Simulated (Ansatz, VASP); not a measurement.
**SnTe (linear Sn-Te chain): VASP beside Ansatz**

Aim: how closely do two programs agree when they are given the same cell, functional and k mesh? The structure shown is the end of the Ansatz relaxation below.

Calculated with Ansatz 0.2.0; plane waves, with VASP 6.6.1 beside it; single point at PBE.

## (1) The starting structure

The cell holds 2 atoms: 1 Sn and 1 Te. Its edges and angles: a = 7.500 Å, b = 7.500 Å, c = 5.632 Å, α = 90.0°, β = 90.0°, γ = 90.0°. Vacuum lies along a and b. The structure's axis is c.

## (2) Ansatz: relaxation, PBE

Ansatz runs on its default PAW (the set named soft_2) files.

This run makes the geometry at which the two programs are then compared.

input.yaml

```yaml
crystal:
  lattice:
    - [7.5, 0.0, 0.0]
    - [0.0, 7.5, 0.0]
    - [0.0, 0.0, 5.3738]
  atoms:
    - { symbol: Sn, position: [0.5, 0.5, 0.0], spin: 0.5 }
    - { symbol: Te, position: [0.5, 0.5, 0.5] }
magnetization:
  spin_polarized: true
kpoints:
  mp_grid: { grid: [1, 1, 15] }
scf:
  occupations: { method: fermi_dirac, width: 0.05 }
hamiltonian:
  xc: pbe
relax:
  cell: { fix: [a, b, alpha, beta, gamma] }
  max_steps: 60
```

On the command line:

```sh
ansatz run input.yaml --threads 4 --pin off --max-ram 8192MiB --backend cpu --events-out ev --progress --plain --runs-dir out
```

Numbers of over 12 decimals in the logs are rounded to 6 here.

Log:

```text
Engine: ansatz 0.2.0, aarch64-unknown-linux-gnu
Pseudopotentials: kind: paw
Pseudopotential: Sn, paw, valence charge 14, recommended cutoff 420 eV (normal), Sn.paw.azcp
Pseudopotential: Te, paw, valence charge 16, recommended cutoff 420 eV (normal), Te.paw.azcp
Functional definition: PBE
  parameter kappa = 0.804
  parameter beta = 0.066725
  exchange = pbe_x(kappa = kappa, mu = beta*pi^2/3)
  correlation = pbe_c(beta = beta)
Crystal: 2 atoms, lattice volume = 302.276 Å³
Basis set: ecut = 420 eV, 5937 PW (Γ), exchange–correlation on 108×108×72 points (8 copies of the dense FFT grid, shifted against one another)
Bands: 20, of which v1, the nominal top of the filled ones, is band 15 counted from 1 (14 counted from 0)
Symmetry: 16 space group operations
Space group: P4/mmm (ITA 123), of the structure as read, at distance tolerance 6.7e-5 Å
Magnetic group: BNS 123.339 (UNI 999), of the structure as read, at distance tolerance 6.7e-5 Å
k-points: 8 of 15
Non-local potential: Sn, projectors of the file, l = 0: 2, l = 1: 2, l = 2: 2, l = 3: 2
Non-local potential: Te, projectors of the file, l = 0: 2, l = 1: 2, l = 2: 2, l = 3: 2
PAW form: soft (Blöchl's): semilocal exchange-correlation on the pseudo side does not see the compensation charge
PAW one-centre angular grid: Sn, 590 points (default); XC on 64 Gauss nodes
PAW one-centre angular grid: Te, 590 points (default); XC on 64 Gauss nodes
Initial density: superposition of atomic densities (neutral atoms: chi_scale 0, normalization atom)
Starting moments: Σ|m| = 0.5 μB on 1 of 2 sites
Initial wavefunctions: pseudopotential atomic-orbital guess
Functional: x = pbe(κ = 0.804, μ = 0.219515), c = pbe(β = 0.066725)
SCF iter   1: F=—  HF=-13002.877606 eV  |F-HF|=—  |Δ(HF+E_count)|=         —  Δρ=9.52e-3 (↑9.52e-3 ↓8.46e-3)  dr2=1.21e0  dr2_m=1.49e-1  M=0.203 μB ∫|m|=0.212 μB  β_m=0.30  ethr=3.10e-3  ⟨swp⟩=8.2  Hψ=1871  notcnv=0
preconditioner: auto → LDOS  [metal: Δε(μ)=0.099 eV  Ē_g=6.462 eV  σ=0.050 eV  W_gap=0.45  n_scr=30 (ndim 8)  ℏωp=6.0 eV  f_vac=0.633  D(μ)=3.49/eV (n_scr^D=18)]
spin=Collinear: LDOS preconditioning applied to the charge; magnetization (m = ρ↑ − ρ↓) channel mixes plain (no charge-response kernel on spin).
SCF iter   2: F=—  HF=-13002.753921 eV  |F-HF|=—  |Δ(HF+E_count)|=   1.24e-1  Δρ=6.81e-3 (↑6.81e-3 ↓6.03e-3)  dr2=6.47e-1  dr2_m=7.34e-2  M=0.240 μB ∫|m|=0.247 μB  β_m=0.30  ethr=3.10e-3  ⟨swp⟩=1.0  Hψ=448  notcnv=0
SCF iter   3: F=—  HF=-13002.607392 eV  |F-HF|=—  |Δ(HF+E_count)|=   1.47e-1  Δρ=4.06e-3 (↑4.06e-3 ↓4.03e-3)  dr2=4.04e-2  dr2_m=3.73e-2  M=0.193 μB ∫|m|=0.216 μB  β_m=0.30  ethr=2.16e-3  ⟨swp⟩=2.9  Hψ=471  notcnv=0
SCF iter   4: F=—  HF=-13002.610345 eV  |F-HF|=—  |Δ(HF+E_count)|=   2.95e-3  Δρ=2.74e-3 (↑2.64e-3 ↓2.74e-3)  dr2=4.69e-3  dr2_m=1.86e-2  M=0.197 μB ∫|m|=0.225 μB  β_m=0.30  ethr=1.35e-4  ⟨swp⟩=2.3  Hψ=554  notcnv=0  defer=5
SCF iter   5: F=—  HF=-13002.614742 eV  |F-HF|=—  |Δ(HF+E_count)|=   4.40e-3  Δρ=1.86e-3 (↑1.84e-3 ↓1.86e-3)  dr2=1.09e-3  dr2_m=9.20e-3  M=0.208 μB ∫|m|=0.237 μB  β_m=0.30  ethr=1.56e-5  ⟨swp⟩=2.0  Hψ=467  notcnv=0  defer=5
SCF iter   6: F=—  HF=-13002.616573 eV  |F-HF|=—  |Δ(HF+E_count)|=   1.83e-3  Δρ=1.32e-3 (↑1.32e-3 ↓1.25e-3)  dr2=1.87e-4  dr2_m=4.58e-3  M=0.219 μB ∫|m|=0.250 μB  β_m=0.30  ethr=3.64e-6  ⟨swp⟩=2.0  Hψ=507  notcnv=0  defer=5
SCF iter   7: F=—  HF=-13002.617224 eV  |F-HF|=—  |Δ(HF+E_count)|=   6.52e-4  Δρ=9.20e-4 (↑9.20e-4 ↓8.96e-4)  dr2=5.05e-5  dr2_m=2.28e-3  M=0.231 μB ∫|m|=0.265 μB  β_m=1.00  ethr=6.23e-7  ⟨swp⟩=2.2  Hψ=445  notcnv=0  defer=5
SCF iter   8: F=—  HF=-13002.618198 eV  |F-HF|=—  |Δ(HF+E_count)|=   9.74e-4  Δρ=2.46e-4 (↑2.25e-4 ↓2.46e-4)  dr2=8.18e-6  dr2_m=1.53e-4  M=0.277 μB ∫|m|=0.318 μB  β_m=1.00  ethr=1.68e-7  ⟨swp⟩=3.0  Hψ=563  notcnv=0  defer=5
SCF iter   9: F=—  HF=-13002.619589 eV  |F-HF|=—  |Δ(HF+E_count)|=   1.39e-3  Δρ=2.89e-4 (↑2.70e-4 ↓2.89e-4)  dr2=7.50e-6  dr2_m=2.16e-4  M=0.331 μB ∫|m|=0.380 μB  β_m=1.00  ethr=2.73e-8  ⟨swp⟩=3.4  Hψ=618  notcnv=0  defer=5
SCF iter  10: F=—  HF=-13002.621254 eV  |F-HF|=—  |Δ(HF+E_count)|=   1.67e-3  Δρ=2.95e-4 (↑2.95e-4 ↓2.92e-4)  dr2=2.27e-6  dr2_m=2.38e-4  M=0.387 μB ∫|m|=0.446 μB  β_m=1.00  ethr=2.50e-8  ⟨swp⟩=3.5  Hψ=624  notcnv=0  defer=5
[...]
preconditioner: auto → Resta (q_TF=auto, 1.842 Å⁻¹)  ε∞=1.8  [insulator: Δε(μ)=0.135 eV  Ē_g=7.482 eV  σ=0.050 eV  W_gap=0.50  n_scr=30 (ndim 8)  ℏωp=6.6 eV  f_vac=0.654  D(μ)=2.45/eV (n_scr^D=6)  ε∞_Penn≈1.8  vacuum switching on, ρ_ref=4.1e-3 e/Å³]
spin=Collinear: Resta preconditioning applied to the charge; magnetization (m = ρ↑ − ρ↓) channel mixes plain (no charge-response kernel on spin).
[...]
SCF 2 converged in 9 iterations: F = -13002.720477 eV  dr2 = 5.75e-11
relax step   2: F+E_penalty+E_count = -13002.72047651 eV  Δ(F+E_penalty+E_count) = -9.545e-2 eV  max|allowed force component| = 4.102e-29 eV/Å  Δτ_max = 0.0000 Å  P = +0.140 GPa  Ω = 316.827 Å³  energy of the carried Pulay correction = -6.852e-4 eV  fix = [a, b, alpha, beta, gamma]  reactions: a +0.186, b +0.186 GPa  (9 SCF iters, dr2 threshold 2.00e-7 eV, accepted)
Basis set: ecut = 420 eV, 6211 PW (Γ), exchange–correlation on 108×108×80 points (8 copies of the dense FFT grid, shifted against one another)
Initial wavefunctions: pseudopotential atomic-orbital guess (no wavefunctions were taken with the density)
[...]
preconditioner: auto → Resta (q_TF=auto, 1.842 Å⁻¹)  ε∞=1.8  [insulator: Δε(μ)=0.135 eV  Ē_g=7.465 eV  σ=0.050 eV  W_gap=0.50  n_scr=30 (ndim 8)  ℏωp=6.6 eV  f_vac=0.652  D(μ)=2.45/eV (n_scr^D=6)  ε∞_Penn≈1.8  vacuum switching on, ρ_ref=4.0e-3 e/Å³]
spin=Collinear: Resta preconditioning applied to the charge; magnetization (m = ρ↑ − ρ↓) channel mixes plain (no charge-response kernel on spin).
[...]
SCF iter   4: F=—  HF=-13002.721034 eV  |F-HF|=—  |Δ(HF+E_count)|=   6.78e-6  Δρ=1.75e-6 (↑1.72e-6 ↓1.75e-6)  dr2=8.12e-9  dr2_m=5.25e-11  M=0.434 μB ∫|m|=0.534 μB  β_m=0.73  ethr=1.59e-10  ⟨swp⟩=3.2  Hψ=571  notcnv=0
SCF iter   5: F=—  HF=-13002.721038 eV  |F-HF|=—  |Δ(HF+E_count)|=   3.75e-6  Δρ=3.47e-7 (↑3.47e-7 ↓3.06e-7)  dr2=3.27e-9  dr2_m=2.33e-11  M=0.434 μB ∫|m|=0.534 μB  β_m=0.63  ethr=2.71e-11  ⟨swp⟩=3.0  Hψ=623  notcnv=0
SCF iter   6: F=—  HF=-13002.721038 eV  |F-HF|=—  |Δ(HF+E_count)|=   1.17e-8  Δρ=6.33e-8 (↑6.30e-8 ↓6.33e-8)  dr2=9.93e-11  dr2_m=1.05e-12  M=0.434 μB ∫|m|=0.534 μB  β_m=0.73  ethr=1.09e-11  ⟨swp⟩=2.0  Hψ=408  notcnv=0
SCF iter   7: F=—  HF=-13002.721022 eV  |F-HF|=—  |Δ(HF+E_count)|=   1.58e-5  Δρ=3.93e-7 (↑2.04e-7 ↓3.93e-7)  dr2=9.18e-10  dr2_m=2.13e-10  M=0.434 μB ∫|m|=0.534 μB  β_m=0.73  ethr=1.00e-12  ⟨swp⟩=9.1  Hψ=1751  notcnv=0
SCF iter   8: F=—  HF=-13002.721022 eV  |F-HF|=—  |Δ(HF+E_count)|=  1.51e-10  Δρ=3.91e-7 (↑2.04e-7 ↓3.91e-7)  dr2=8.98e-10  dr2_m=2.10e-10  M=0.434 μB ∫|m|=0.534 μB  β_m=0.86  ethr=1.00e-12  ⟨swp⟩=1.5  Hψ=335  notcnv=0
SCF iter   9: F=—  HF=-13002.721022 eV  |F-HF|=—  |Δ(HF+E_count)|=  2.84e-10  Δρ=3.85e-7 (↑2.03e-7 ↓3.85e-7)  dr2=8.66e-10  dr2_m=2.07e-10  M=0.434 μB ∫|m|=0.534 μB  β_m=0.93  ethr=1.00e-12  ⟨swp⟩=1.2  Hψ=323  notcnv=0
SCF iter  10: F=—  HF=-13002.721022 eV  |F-HF|=—  |Δ(HF+E_count)|=  7.64e-10  Δρ=3.42e-7 (↑2.35e-7 ↓3.42e-7)  dr2=6.47e-10  dr2_m=1.57e-10  M=0.434 μB ∫|m|=0.534 μB  β_m=0.97  ethr=1.00e-12  ⟨swp⟩=2.6  Hψ=535  notcnv=0
SCF iter  11: F=—  HF=-13002.721022 eV  |F-HF|=—  |Δ(HF+E_count)|=  2.07e-10  Δρ=3.26e-7 (↑2.09e-7 ↓3.26e-7)  dr2=5.78e-10  dr2_m=1.49e-10  M=0.434 μB ∫|m|=0.534 μB  β_m=0.70  ethr=1.00e-12  ⟨swp⟩=1.0  Hψ=320  notcnv=0
SCF iter  12: F=—  HF=-13002.721022 eV  |F-HF|=—  |Δ(HF+E_count)|=   2.77e-9  Δρ=1.79e-7 (↑9.94e-8 ↓1.79e-7)  dr2=1.76e-10  dr2_m=4.72e-11  M=0.434 μB ∫|m|=0.534 μB  β_m=0.85  ethr=1.00e-12  ⟨swp⟩=2.2  Hψ=469  notcnv=0
SCF iter  13: F=-13002.721022 eV  HF=-13002.721022 eV  |F-HF|=0.00e0  |Δ(HF+E_count)|=  7.17e-10  Δρ=4.00e-8 (↑3.13e-8 ↓4.00e-8)  dr2=6.35e-12  dr2_m=1.61e-12  M=0.434 μB ∫|m|=0.534 μB  ethr=1.00e-12  ⟨swp⟩=5.4  Hψ=1500  notcnv=0
SCF 3 converged in 13 iterations: F = -13002.721022 eV  dr2 = 6.35e-12
relax step   3: F+E_penalty+E_count = -13002.72102196 eV  Δ(F+E_penalty+E_count) = -5.454e-4 eV  max|allowed force component| = 6.311e-30 eV/Å  Δτ_max = 0.0000 Å  P = +0.139 GPa  Ω = 316.827 Å³  fix = [a, b, alpha, beta, gamma]  reactions: a +0.185, b +0.185 GPa  stress off target by 4.59e-2 GPa on what of the cell is left free  SCF on the basis re-selected at this cell (its energy is not comparable with the rows above)  (13 SCF iters)
basis re-selected at this cell: Δ(F+E_penalty+E_count) = -5.454e-4 eV, ΔP = -0.002 GPa vs the last step (what re-selecting the basis moved, of the pressure what is left beyond the Pulay correction that the steps carried, after the strain that the cell walked since its last selection, with what the two solves' SCF thresholds leave and, on support functions, any second-order correction that the steps lacked; it is no measure of the basis error at this ecutwfc). The dense FFT grid was sized anew with the basis: this SCF ran on 54×54×40 points, the steps before it on 54×54×36, so part of this shift can come from that change (see relax.cell in the input reference). [rest of the remark cut]
SCF converged after 13 iterations
Magnetization: 0.4343 μB (15.2172 up, 14.7828 down)
Absolute magnetization: 0.5379 μB (∫|ρ↑−ρ↓|, with the PAW one-centre terms)
Spin contamination: 0.0089 ħ² per cell (⟨S²⟩ above its minimum at these occupations)
Per-site moments (μB) at R_I (Å): [(0.145638, 1.161700), (-0.014006, 1.161700)]
Free energy (F): -13002.721022 eV
Harris-Foulkes:  -13002.721022 eV  (|F-HF|=0.00e0)
Internal energy: -13002.701845 eV  (E = F + TS)
E sigma→0 (E₀):  -13002.711433 eV
Entropy (-TS):   -0.019177 eV (-9.588 meV/atom)
Fermi energy:    -1.505657 eV
--- Per-component energies (eV) ---
  E_band       = -676.905050
  E_kinetic    = 364.097195
  E_local      = -5604.771518  (includes V_loc(G=0)·N_el)
  E_nonlocal   = -342.977312
  E_hartree    = 2917.437401
  E_xc         = -504.977200
  E_vxc        = -197.095766  (∫ρ·V_xc dr)
  E_paw        = -8796.016879  (= ΣΔE_a)
  E_vpaw       = -731.032233  (= ΣTr[D̂ρ^β])
  E_aug_tail   = -0.000184  (compensation charges beyond the density's cutoff)
  E_ewald      = -1035.493348
  E_smearing   = -0.019177  (= −TS)
  E_closure    = -0.000000  (closes the sum)
  Σ components = -13002.721022   (vs F -13002.721022, Δ=0.00e0)
--- Forces (eV/Å), atoms counted from 1 ---
  atom   1  Sn     0.00000000     0.00000000     0.00000000
  atom   2  Te     0.00000000     0.00000000     0.00000000
  max |Σ_I F_I| component: 8.84e-29 eV/Å
--- Stress (GPa, compression-positive) ---
        0.185101       0.000000       0.000000
        0.000000       0.185101       0.000000
        0.000000       0.000000       0.045864
  P = ⅓ Tr σ = 0.1387 GPa (1.387 kbar)
--- Relaxed structure (2 steps of the walk, 2 accepted, 1 SCFs on fresh bases) ---
  F+E_penalty+E_count = -13002.72102196 eV   max|allowed force component| = 6.311e-30 eV/Å   (the final SCF, on the basis selected at the relaxed cell)
  cell:  # Å, volume = 316.8274 Å³
    - [7.5, 0.0, 0.0]
    - [0.0, 7.5, 0.0]
    - [0.0, 0.0, 5.632486]
  atoms:
    - { symbol: Sn, position: [0.5, 0.5, 0.0] }
    - { symbol: Te, position: [0.5, 0.5, 0.500000] }
```

## (3) VASP: single point, PBE

The same cell, functional, mesh and smearing now go to VASP, with its own data sets.

Lines of VASP's logs that name or quote its potential files are left out, and so is its time.

INCAR

```
SYSTEM = SnTe
PREC = Accurate
ENCUT = 500
EDIFF = 1E-06
NELM = 200
ISMEAR = -1
SIGMA = 0.05
LREAL = .FALSE.
ALGO = Normal
GGA = PE
NBANDS = 18
ISPIN = 2
MAGMOM = 0.15 -0.01
LORBIT = 11
LWAVE = .FALSE.
LCHARG = .FALSE.
ISIF = 2
LASPH = .TRUE.
GGA_COMPAT = .FALSE.
```

POSCAR

```
SnTe
1.0
    7.5000000000      0.0000000000      0.0000000000
    0.0000000000      7.5000000000      0.0000000000
    0.0000000000      0.0000000000      5.6324863838
Sn Te
1 1
Direct
    0.5000000000      0.5000000000      0.0000000000
    0.5000000000      0.5000000000      0.5000000000
```

KPOINTS

```
Automatic mesh
0
Gamma
1 1 15
0 0 0
```

PAW data sets: Sn_d and Te (PBE family, release 64).

On the command line:

```sh
mpirun -np 1 vasp_std
```

Log:

```text
[banner, memory and clock lines left out]
running    1 mpi-ranks, on    1 nodes
 distrk:  each k-point on    1 cores,    1 groups
 distr:  one band on    1 cores,    1 groups

 POSCAR found type information on POSCAR SnTe
 POSCAR found :  2 types and       2 ions
 LDA part: xc-table for (Slater+PW92), standard interpolation
 POSCAR, INCAR and KPOINTS ok, starting setup
 FFT: planning ... GRIDC
 FFT: planning ... GRID_SOFT
 FFT: planning ... GRID
 WAVECAR not read
 entering main loop
       N       E                     dE             d eps       ncg     rms          rms(c)
DAV:   1     0.996853967872E+02    0.99685E+02   -0.79161E+03   680   0.770E+02
DAV:   2     0.358528301074E+01   -0.96100E+02   -0.93146E+02   690   0.181E+02
DAV:   3    -0.567597440298E+01   -0.92613E+01   -0.91678E+01   704   0.639E+01
DAV:   4    -0.597829626660E+01   -0.30232E+00   -0.30089E+00   872   0.130E+01
DAV:   5    -0.598243799602E+01   -0.41417E-02   -0.41408E-02   866   0.142E+00    0.547E+00
DAV:   6    -0.555313707398E+01    0.42930E+00   -0.13689E+00   614   0.422E+00    0.319E+00
DAV:   7    -0.553477808749E+01    0.18359E-01   -0.15772E-01   636   0.155E+00    0.117E+00
DAV:   8    -0.553418796307E+01    0.59012E-03   -0.34871E-02   666   0.865E-01    0.510E-01
DAV:   9    -0.553401197492E+01    0.17599E-03   -0.70006E-03   608   0.341E-01    0.195E-01
DAV:  10    -0.553657078037E+01   -0.25588E-02   -0.38291E-03   624   0.234E-01    0.169E-01
DAV:  11    -0.553844057430E+01   -0.18698E-02   -0.26470E-03   608   0.201E-01    0.818E-02
DAV:  12    -0.553998625511E+01   -0.15457E-02   -0.63955E-03   610   0.279E-01    0.577E-02
DAV:  13    -0.554012800928E+01   -0.14175E-03   -0.40665E-04   614   0.996E-02    0.709E-02
DAV:  14    -0.554022997074E+01   -0.10196E-03   -0.10007E-04   618   0.357E-02    0.431E-02
DAV:  15    -0.554027548636E+01   -0.45516E-04   -0.34627E-05   586   0.271E-02    0.172E-02
DAV:  16    -0.554031031313E+01   -0.34827E-04   -0.96625E-06   626   0.126E-02    0.992E-03
DAV:  17    -0.554034732094E+01   -0.37008E-04   -0.35365E-05   604   0.217E-02    0.105E-02
DAV:  18    -0.554035948655E+01   -0.12166E-04   -0.32743E-06   570   0.624E-03    0.956E-03
DAV:  19    -0.554036275910E+01   -0.32725E-05   -0.88487E-07   478   0.367E-03    0.206E-03
DAV:  20    -0.554036443518E+01   -0.16761E-05   -0.33709E-07   480   0.227E-03    0.238E-03
DAV:  21    -0.554036466843E+01   -0.23325E-06   -0.54326E-08   514   0.997E-04
   1 F= -.55403647E+01 E0= -.55308432E+01  d E =-.190430E-01  mag=     0.4442
```

(Continued in part 2 of 2.)

[Lines on the potential files, build, host, timing and source positions are cut from VASP's logs without a mark.]

[Logs are printed without paths, hosts, clocks, repeated set-up lines and the standing remarks that a program may print on its own settings, such as how far it seeks lower states.]

[Hosts, paths, dates, database ids (printed as entryN), source tags and the programs' standing remarks are cut or masked in the printed files.]
